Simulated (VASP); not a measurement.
# RPA total energies of AlAs, part 4 of 5

Aim: total energies of AlAs from exact exchange and RPA correlation, beside cheaper functionals. The scan starts from a database cell, scaled to the smallest volume of the series. The cell is of the zinc-blende type, one of the forms listed for this formula. The start is a cell from a database of measured crystal structures.

VASP 6.6.1, plane waves and PAW; the level of theory is named at each step.

So far. Step 16 (Empty bands, volume ratio 0.99): WAVECAR now holds 536 bands for 8 electrons. Step 17 (RPA correlation, volume ratio 0.99): Extrapolated by the program to an infinite response cutoff, the correlation energy is -5.6234 eV an atom, +5 meV against the point before. With exact exchange the total is -13.6728 eV an atom.

**18. Orbitals for comparison: HSE06, volume ratio 0.99**

This step: LDA; plane waves and PAW (As_GW, Al_GW) (VASP 6.6.1).

Starting orbitals, as before.

The input, INCAR:

```
SYSTEM = AlAs
PREC = Accurate
ENCUT = 300
EDIFF = 1E-05
NELM = 100
ISMEAR = 0
SIGMA = 0.05
LREAL = .FALSE.
ALGO = Normal
GGA = CA
NBANDS = 10
LORBIT = 11
LWAVE = .TRUE.
LCHARG = .FALSE.
KPAR = 4
```

The input, POSCAR:

```
AlAs
1.0
    0.0000000000      2.8209337086      2.8209337086
    2.8209337086      0.0000000000      2.8209337086
    2.8209337086      2.8209337086      0.0000000000
As Al
1 1
Direct
    0.7500000000      0.7500000000      0.7500000000
    0.0000000000      0.0000000000      0.0000000000
```

The input, KPOINTS:

```
Automatic mesh
0
Gamma
5 5 5
0 0 0
```

PAW data sets: As_GW and Al_GW (LDA family, release 64).

Run with:

```sh
$ mpirun -np 4 vasp_std
```

The program printed:

```text
[... set-up lines as in an earlier step ...]
 entering main loop
       N       E                     dE             d eps       ncg     rms          rms(c)
[... 9 cycles as in an earlier step ...]
DAV:  10    -0.104874040420E+02    0.41687E-05   -0.69283E-05   216   0.403E-02
   1 F= -.10487404E+02 E0= -.10487404E+02  d E =-.114065E-10
 writing wavefunctions
```

Elapsed: 1.8 s, on 4 MPI ranks of AMD EPYC 7R43, shared host; peak memory 0.35 GiB.

Parts of OUTCAR (step 18):

```text
  Total       -0.0573815     -0.0573815     -0.0573815      0.0000000      0.0000000     -0.0000000
  in kB       -2.0477353     -2.0477353     -2.0477353      0.0000000      0.0000000     -0.0000000
  external PRESSURE =      -2.0477353 kB  Pullay stress =       0.0000000 kB

 POSITION                                       TOTAL-FORCE (eV/Angst)
 -----------------------------------------------------------------------------------
      4.23140      4.23140      4.23140        -0.000000     -0.000000      0.000000
      0.00000      0.00000      0.00000         0.000000      0.000000     -0.000000
 -----------------------------------------------------------------------------------
    total drift:                                0.000000      0.000000      0.000000

  FREE ENERGIE OF THE ION-ELECTRON SYSTEM (eV)
  ---------------------------------------------------
  free  energy   TOTEN  =       -10.4874040420 eV

  energy  without entropy=      -10.4874040420  energy(sigma->0) =      -10.48740404

[... 2 parts as in an earlier step ...]

[... 1 further part left out ...]
[key lines of the parts left out:]
E-fermi :   3.6915
```

The run ends at a pressure of -0.20 GPa.

**19. Comparison: HSE06, volume ratio 0.99**

This step: HSE06; plane waves and PAW (As_GW, Al_GW) (VASP 6.6.1).

The comparison at this point.

The input, INCAR:

```
SYSTEM = AlAs
PREC = Accurate
ENCUT = 300
EDIFF = 1E-06
NELM = 100
ISMEAR = 0
SIGMA = 0.05
LREAL = .FALSE.
ALGO = Normal
LHFCALC = .TRUE.
AEXX = 0.25
GGA = PE
HFSCREEN = 0.2
LASPH = .TRUE.
NBANDS = 10
PRECFOCK = Fast
LWAVE = .FALSE.
LCHARG = .FALSE.
KPAR = 4
```

POSCAR is that of step 18.

KPOINTS is that of step 18.

The run starts from files that an earlier step left in the folder.

Run with:

```sh
$ mpirun -np 4 vasp_std
```

The program printed:

```text
[... set-up lines as in an earlier step ...]
 entering main loop
       N       E                     dE             d eps       ncg     rms          rms(c)
DAV:   1    -0.109097302719E+02   -0.10910E+02   -0.51872E-01   204   0.406E+00    0.308E-01
DAV:   2    -0.109139609475E+02   -0.42307E-02   -0.13414E-02   282   0.648E-01    0.227E-01
DAV:   3    -0.109130532728E+02    0.90767E-03   -0.50062E-04   228   0.126E-01    0.140E-01
DAV:   4    -0.109127245935E+02    0.32868E-03   -0.16661E-04   244   0.662E-02    0.845E-02
DAV:   5    -0.109126175539E+02    0.10704E-03   -0.50694E-05   228   0.388E-02    0.509E-02
DAV:   6    -0.109125828817E+02    0.34672E-04   -0.15244E-05   244   0.226E-02    0.307E-02
DAV:   7    -0.109125720116E+02    0.10870E-04   -0.51587E-06   234   0.136E-02    0.185E-02
DAV:   8    -0.109125685267E+02    0.34848E-05   -0.19003E-06   212   0.840E-03    0.112E-02
DAV:   9    -0.109125678880E+02    0.63868E-06   -0.68027E-07   144   0.527E-03
   1 F= -.10912568E+02 E0= -.10912568E+02  d E =-.320195E-15
```

The job ended after 30 s (4 MPI ranks; peak memory 0.75 GiB).

From OUTCAR (step 19):

```text
 POSITION                                       TOTAL-FORCE (eV/Angst)
 -----------------------------------------------------------------------------------
      4.23140      4.23140      4.23140         0.000000     -0.000000      0.000000
      0.00000      0.00000      0.00000        -0.000000      0.000000     -0.000000
 -----------------------------------------------------------------------------------
    total drift:                                0.000002      0.000001      0.000002

  FREE ENERGIE OF THE ION-ELECTRON SYSTEM (eV)
  ---------------------------------------------------
  free  energy   TOTEN  =       -10.9125678880 eV

  energy  without entropy=      -10.9125678880  energy(sigma->0) =      -10.91256789

[... 2 parts as in an earlier step ...]

[... 1 further part left out ...]
[key lines of the parts left out:]
E-fermi :   3.4956
```

Its energy is -5.4563 eV an atom, on a zero of its own.

**20. Orbitals, volume ratio 1.02**

This step: LDA; plane waves and PAW (As_GW, Al_GW) (VASP 6.6.1).

The same chain follows at a volume ratio of 1.02.

The input, INCAR:

```
SYSTEM = AlAs
PREC = Accurate
ENCUT = 300
EDIFF = 1E-08
NELM = 100
ISMEAR = 0
SIGMA = 0.05
LREAL = .FALSE.
ALGO = Normal
GGA = CA
NBANDS = 10
LORBIT = 11
LWAVE = .TRUE.
LCHARG = .FALSE.
KPAR = 4
```

The input, POSCAR:

```
AlAs
1.0
    0.0000000000      2.8491449171      2.8491449171
    2.8491449171      0.0000000000      2.8491449171
    2.8491449171      2.8491449171      0.0000000000
As Al
1 1
Direct
    0.7500000000      0.7500000000      0.7500000000
    0.0000000000      0.0000000000      0.0000000000
```

KPOINTS is that of step 19.

Run with:

```sh
$ mpirun -np 4 vasp_std
```

The program printed:

```text
[... set-up lines as in an earlier step ...]
 entering main loop
       N       E                     dE             d eps       ncg     rms          rms(c)
DAV:   1     0.979182877928E+01    0.97918E+01   -0.30845E+03   200   0.499E+02
DAV:   2    -0.980562489162E+01   -0.19597E+02   -0.18349E+02   264   0.759E+01
DAV:   3    -0.107807074845E+02   -0.97508E+00   -0.97338E+00   242   0.182E+01
DAV:   4    -0.107962184925E+02   -0.15511E-01   -0.15508E-01   272   0.248E+00
[...]
DAV:  12    -0.104767954143E+02    0.86728E-06   -0.26558E-06   216   0.716E-03    0.583E-04
DAV:  13    -0.104767954079E+02    0.64505E-08   -0.22147E-07   240   0.236E-03    0.124E-04
DAV:  14    -0.104767954087E+02   -0.85873E-09   -0.54463E-09   144   0.490E-04
   1 F= -.10476795E+02 E0= -.10476795E+02  d E =-.156615E-12
 writing wavefunctions
```

It took 2 s on 4 MPI ranks; peak memory 0.35 GiB; 5.2 s of CPU time.

From OUTCAR (step 20):

```text
  Total       -0.6684196     -0.6684196     -0.6684196      0.0000000     -0.0000000      0.0000000
  in kB      -23.1518730    -23.1518730    -23.1518730      0.0000000     -0.0000000      0.0000000
  external PRESSURE =     -23.1518730 kB  Pullay stress =       0.0000000 kB

 POSITION                                       TOTAL-FORCE (eV/Angst)
 -----------------------------------------------------------------------------------
      4.27372      4.27372      4.27372        -0.000000     -0.000000     -0.000000
      0.00000      0.00000      0.00000         0.000000      0.000000      0.000000
 -----------------------------------------------------------------------------------
    total drift:                                0.000000      0.000000      0.000000

  FREE ENERGIE OF THE ION-ELECTRON SYSTEM (eV)
  ---------------------------------------------------
  free  energy   TOTEN  =       -10.4767954087 eV

  energy  without entropy=      -10.4767954087  energy(sigma->0) =      -10.47679541

[... 1 part as in an earlier step ...]

[... 2 further parts left out ...]
[key lines of the parts left out:]
E-fermi :   3.4723
```

The run ends at a pressure of -2.32 GPa.

**21. Exact exchange, volume ratio 1.02**

This step: Hartree-Fock energy on LDA orbitals; plane waves and PAW (As_GW, Al_GW) (VASP 6.6.1).

Exact exchange at this point.

The input, INCAR:

```
SYSTEM = AlAs
PREC = Accurate
ENCUT = 300
ISMEAR = 0
SIGMA = 0.05
LREAL = .FALSE.
GGA = CA
NBANDS = 10
ALGO = Eigenval
NELM = 1
LHFCALC = .TRUE.
AEXX = 1
ALDAC = 0
AGGAC = 0
PRECFOCK = Normal
LWAVE = .FALSE.
LCHARG = .FALSE.
```

POSCAR is that of step 20.

KPOINTS is that of step 20.

The run starts from files that an earlier step left in the folder.

Run with:

```sh
$ mpirun -np 4 vasp_std
```

The program printed:

```text
[... set-up lines as in an earlier step ...]
 entering main loop
       N       E                     dE             d eps       ncg     rms          rms(c)
EIG:   1    -0.161087266361E+02   -0.16109E+02    0.00000E+00     0   0.000E+00
   1 F= -.16108727E+02 E0= -.16108727E+02  d E =-.884114E-16
```

Run time: 8.4 s. Hardware: 4 MPI ranks; peak memory 0.3 GiB.

OUTCAR, selected parts (step 21):

```text
 POSITION                                       TOTAL-FORCE (eV/Angst)
 -----------------------------------------------------------------------------------
      4.27372      4.27372      4.27372        -0.000000     -0.000000     -0.000000
      0.00000      0.00000      0.00000         0.000000      0.000000      0.000000
 -----------------------------------------------------------------------------------
    total drift:                                0.000000      0.000000     -0.000000

  FREE ENERGIE OF THE ION-ELECTRON SYSTEM (eV)
  ---------------------------------------------------
  free  energy   TOTEN  =       -16.1087266361 eV

  energy  without entropy=      -16.1087266361  energy(sigma->0) =      -16.10872664

[... 2 parts as in an earlier step ...]

[... 1 further part left out ...]
[key lines of the parts left out:]
E-fermi :   3.5091
```

The Hartree-Fock energy on these orbitals is -8.0544 eV an atom.

**22. Empty bands, volume ratio 1.02**

This step: LDA; plane waves and PAW (As_GW, Al_GW) (VASP 6.6.1).

The empty bands are made again, for the run that follows.

The input, INCAR:

```
SYSTEM = AlAs
PREC = Accurate
ENCUT = 300
ISMEAR = 0
SIGMA = 0.05
LREAL = .FALSE.
GGA = CA
NBANDS = 556
ALGO = Exact
NELM = 1
LWAVE = .TRUE.
LCHARG = .FALSE.
LOPTICS = .TRUE.
NEDOS = 1000
CSHIFT = 0.1
```

POSCAR is that of step 21.

KPOINTS is that of step 21.

Run with:

```sh
$ mpirun -np 4 vasp_std
```

The program printed:

```text
[banner, memory and clock lines left out]
running    4 mpi-ranks, on    1 nodes
[...]
LDA part: xc-table for (Slater(with rela. corr.)+CA(PZ))
 , standard interpolation
 found WAVECAR, reading the header
  number of bands has changed, file:    10 present:   556
  trying to continue reading WAVECAR, but it might fail
 POSCAR, INCAR and KPOINTS ok, starting setup
[...]
reading WAVECAR
 random initialization beyond band           10
 the WAVECAR file was read successfully
 initial charge from wavefunction
 entering main loop
       N       E                     dE             d eps       ncg     rms          rms(c)
DIA:   1    -0.104767954091E+02   -0.10477E+02    0.00000E+00     0   0.000E+00
   1 F= -.10476795E+02 E0= -.10476795E+02  d E =-.102965E-12
 writing wavefunctions
 optical routines
 imaginary and real dielectric function
 recalculating local potential from charge density
 direction            1
 direction            2
 direction            3
```

Wall time 4.6 s (4 MPI ranks); peak memory 0.41 GiB; 16 s of CPU time.

OUTCAR, selected parts (step 22):

```text
  Total       -0.6681614     -0.6681614     -0.6681614      0.0000000      0.0000000      0.0000000
  in kB      -23.1429298    -23.1429298    -23.1429298      0.0000000      0.0000000      0.0000000
  external PRESSURE =     -23.1429298 kB  Pullay stress =       0.0000000 kB

 POSITION                                       TOTAL-FORCE (eV/Angst)
 -----------------------------------------------------------------------------------
      4.27372      4.27372      4.27372        -0.000000      0.000000      0.000000
      0.00000      0.00000      0.00000         0.000000     -0.000000     -0.000000
 -----------------------------------------------------------------------------------
    total drift:                                0.000000      0.000000      0.000000

  FREE ENERGIE OF THE ION-ELECTRON SYSTEM (eV)
  ---------------------------------------------------
  free  energy   TOTEN  =       -10.4767954091 eV

  energy  without entropy=      -10.4767954091  energy(sigma->0) =      -10.47679541

[... 1 part as in an earlier step ...]

[... 2 further parts left out ...]
[key lines of the parts left out:]
E-fermi :   3.4745
```

WAVECAR now holds 556 bands for 8 electrons.

**23. RPA correlation, volume ratio 1.02**

This step: RPA correlation on LDA orbitals; plane waves and PAW (As_GW, Al_GW) (VASP 6.6.1).

RPA correlation at this point.

The input, INCAR:

```
SYSTEM = AlAs
PREC = Accurate
ENCUT = 300
ISMEAR = 0
SIGMA = 0.05
LREAL = .FALSE.
GGA = CA
NBANDS = 556
ALGO = ACFDT
ENCUTGW = 160
NOMEGA = 12
PRECFOCK = Fast
LWAVE = .FALSE.
LCHARG = .FALSE.
```

POSCAR is that of step 22.

KPOINTS is that of step 22.

Run with:

```sh
$ mpirun -np 4 vasp_std
```

The program printed:

```text
[banner, memory and clock lines left out]
running    4 mpi-ranks, on    1 nodes
[...]
LDA part: xc-table for (Slater(with rela. corr.)+CA(PZ))
 , standard interpolation
 found WAVECAR, reading the header
 POSCAR, INCAR and KPOINTS ok, starting setup
[...]
reading WAVECAR
 the WAVECAR file was read successfully
 initial charge from wavefunction
 available memory per node:    185.43 GB, setting MAXMEM to    189879

 The Fermi energy was updated, please check that it is located mid-gap
 values below the HOMO (VB) or above the LUMO (CB) will cause erroneous energies
 E-fermi :   4.0188

 the WAVEDER file was read successfully
 set NWRITE>2 for more details about minimax calculation
 number of imaginary grid points requested:      12
 number of distinct grids requested:  1
 quadrature errors minimized for energies in [ 0.156E+01, 0.305E+03 ]
 bosonic grid (T=0, re) determined with error: 0.2793E-07
 bosonic grid (re): 0.2793E-07
       0.3589       1.1611       2.2439       3.8923       6.5742
[...]
NQ=   4    0.2000    0.2000    0.0000,
|.........|.........|.........|.........
 performed      13248000 updates of chi_q(r,r)
 total number of BLAS operations       4318.48 Gflops
NQ=   5    0.4000    0.2000    0.0000,
|.........|.........|.........|.........
 performed      16560000 updates of chi_q(r,r)
 total number of BLAS operations       5554.67 Gflops
NQ=   6   -0.4000    0.2000    0.0000,
|.........|.........|.........|.........
 performed      19872000 updates of chi_q(r,r)
 total number of BLAS operations       6768.09 Gflops
NQ=   7   -0.2000    0.2000    0.0000,
|.........|.........|.........|.........
 performed      23184000 updates of chi_q(r,r)
 total number of BLAS operations       7936.56 Gflops
NQ=   8    0.4000    0.4000    0.0000,
|.........|.........|.........|.........
 performed      26496000 updates of chi_q(r,r)
 total number of BLAS operations       9149.97 Gflops
NQ=   9   -0.4000    0.4000    0.0000,
|.........|.........|.........|.........
 performed      29808000 updates of chi_q(r,r)
 total number of BLAS operations      10340.81 Gflops
NQ=  10   -0.4000    0.4000    0.2000,
|.........|.........|.........|.........
 performed      33120000 updates of chi_q(r,r)
 total number of BLAS operations      11509.28 Gflops
 entering main loop
```

Elapsed: 2.4 min, on 4 MPI ranks; peak memory 1.1 GiB.

From OUTCAR (step 23):

```text
      cutoff energy     smooth cutoff   RPA   correlation   Hartree contr. to MP2
---------------------------------------------------------------------------------
            160.000           128.000      -10.6884316095      -17.4424052745
            152.381           121.905      -10.6452008400      -17.3967557151
            145.125           116.100      -10.5989438255      -17.3476740925
            138.214           110.571      -10.5497338355      -17.2951775451
            131.632           105.306      -10.4973146997      -17.2389116011
            125.364           100.291      -10.4410792378      -17.1781442081
            119.394            95.516      -10.3818046120      -17.1136319557
            113.709            90.967      -10.3178392968      -17.0434909803
  linear regression

[... 2 parts as in an earlier step ...]

[... 2 further parts left out ...]
[key lines of the parts left out:]
E-fermi :   4.0188
```

Extrapolated by the program to an infinite response cutoff, the correlation energy is -5.6203 eV an atom, +3 meV against the point before. With exact exchange the total is -13.6746 eV an atom.

**24. Orbitals for comparison: HSE06, volume ratio 1.02**

This step: LDA; plane waves and PAW (As_GW, Al_GW) (VASP 6.6.1).

Starting orbitals, as before.

The input, INCAR:

```
SYSTEM = AlAs
PREC = Accurate
ENCUT = 300
EDIFF = 1E-05
NELM = 100
ISMEAR = 0
SIGMA = 0.05
LREAL = .FALSE.
ALGO = Normal
GGA = CA
NBANDS = 10
LORBIT = 11
LWAVE = .TRUE.
LCHARG = .FALSE.
KPAR = 4
```

POSCAR is that of step 23.

KPOINTS is that of step 23.

Run with:

```sh
$ mpirun -np 4 vasp_std
```

The program printed:

```text
[... set-up lines as in an earlier step ...]
 entering main loop
       N       E                     dE             d eps       ncg     rms          rms(c)
[... 9 cycles as in an earlier step ...]
DAV:  10    -0.104767948062E+02    0.19778E-05   -0.74240E-05   224   0.420E-02
   1 F= -.10476795E+02 E0= -.10476795E+02  d E =-.152278E-12
 writing wavefunctions
```

Elapsed: 1.6 s, on 4 MPI ranks; peak memory 0.35 GiB.

OUTCAR, selected parts (step 24):

```text
  Total       -0.6681145     -0.6681145     -0.6681145     -0.0000000      0.0000000     -0.0000000
  in kB      -23.1413063    -23.1413063    -23.1413063     -0.0000000      0.0000000     -0.0000000
  external PRESSURE =     -23.1413063 kB  Pullay stress =       0.0000000 kB

 POSITION                                       TOTAL-FORCE (eV/Angst)
 -----------------------------------------------------------------------------------
      4.27372      4.27372      4.27372         0.000000      0.000000      0.000000
      0.00000      0.00000      0.00000        -0.000000     -0.000000      0.000000
 -----------------------------------------------------------------------------------
    total drift:                                0.000000      0.000000      0.000000

  FREE ENERGIE OF THE ION-ELECTRON SYSTEM (eV)
  ---------------------------------------------------
  free  energy   TOTEN  =       -10.4767948062 eV

  energy  without entropy=      -10.4767948062  energy(sigma->0) =      -10.47679481

[... 2 parts as in an earlier step ...]

[... 1 further part left out ...]
[key lines of the parts left out:]
E-fermi :   3.4718
```

The run ends at a pressure of -2.31 GPa.

**25. Comparison: HSE06, volume ratio 1.02**

This step: HSE06; plane waves and PAW (As_GW, Al_GW) (VASP 6.6.1).

The comparison at this point.

The input, INCAR:

```
SYSTEM = AlAs
PREC = Accurate
ENCUT = 300
EDIFF = 1E-06
NELM = 100
ISMEAR = 0
SIGMA = 0.05
LREAL = .FALSE.
ALGO = Normal
LHFCALC = .TRUE.
AEXX = 0.25
GGA = PE
HFSCREEN = 0.2
LASPH = .TRUE.
NBANDS = 10
PRECFOCK = Fast
LWAVE = .FALSE.
LCHARG = .FALSE.
KPAR = 4
```

POSCAR is that of step 24.

KPOINTS is that of step 24.

The WAVECAR or CHGCAR of an earlier step is read.

Run with:

```sh
$ mpirun -np 4 vasp_std
```

The program printed:

```text
[... set-up lines as in an earlier step ...]
 entering main loop
       N       E                     dE             d eps       ncg     rms          rms(c)
DAV:   1    -0.109112245927E+02   -0.10911E+02   -0.52649E-01   204   0.405E+00    0.313E-01
DAV:   2    -0.109155770303E+02   -0.43524E-02   -0.13899E-02   290   0.654E-01    0.231E-01
DAV:   3    -0.109146144637E+02    0.96257E-03   -0.53115E-04   228   0.126E-01    0.142E-01
DAV:   4    -0.109142689295E+02    0.34553E-03   -0.18414E-04   242   0.684E-02    0.856E-02
DAV:   5    -0.109141568577E+02    0.11207E-03   -0.55656E-05   228   0.401E-02    0.516E-02
DAV:   6    -0.109141199967E+02    0.36861E-04   -0.16707E-05   244   0.234E-02    0.311E-02
DAV:   7    -0.109141092227E+02    0.10774E-04   -0.56280E-06   234   0.140E-02    0.188E-02
DAV:   8    -0.109141060877E+02    0.31350E-05   -0.20837E-06   218   0.869E-03    0.113E-02
DAV:   9    -0.109141054046E+02    0.68304E-06   -0.77800E-07   174   0.546E-03
   1 F= -.10914105E+02 E0= -.10914105E+02  d E =-.189713E-17
```

Elapsed: 27 s, on 4 MPI ranks; peak memory 0.76 GiB; 1.7 min of CPU time.

From OUTCAR (step 25):

```text
 POSITION                                       TOTAL-FORCE (eV/Angst)
 -----------------------------------------------------------------------------------
      4.27372      4.27372      4.27372        -0.000000      0.000000     -0.000000
      0.00000      0.00000      0.00000         0.000000     -0.000000      0.000000
 -----------------------------------------------------------------------------------
    total drift:                                0.000001      0.000003      0.000002

  FREE ENERGIE OF THE ION-ELECTRON SYSTEM (eV)
  ---------------------------------------------------
  free  energy   TOTEN  =       -10.9141054046 eV

  energy  without entropy=      -10.9141054046  energy(sigma->0) =      -10.91410540

[... 2 parts as in an earlier step ...]

[... 1 further part left out ...]
[key lines of the parts left out:]
E-fermi :   3.2783
```

Its energy is -5.4571 eV an atom, on a zero of its own.

(Part 4 of 5 ends here.)

[Lines on the potential files, build, host, timing and source positions are cut from VASP's logs without a mark.]

[Logs are printed without paths, hosts, clocks, repeated set-up lines and the standing remarks that a program may print on its own settings, such as how far it seeks lower states.]

[Hosts, paths, dates, database ids (printed as entryN), source tags and the programs' standing remarks are cut or masked in the printed files.]

[Pressures printed for these runs are not shown converged in the cutoff: they can be off by several GPa and have the wrong sign.]
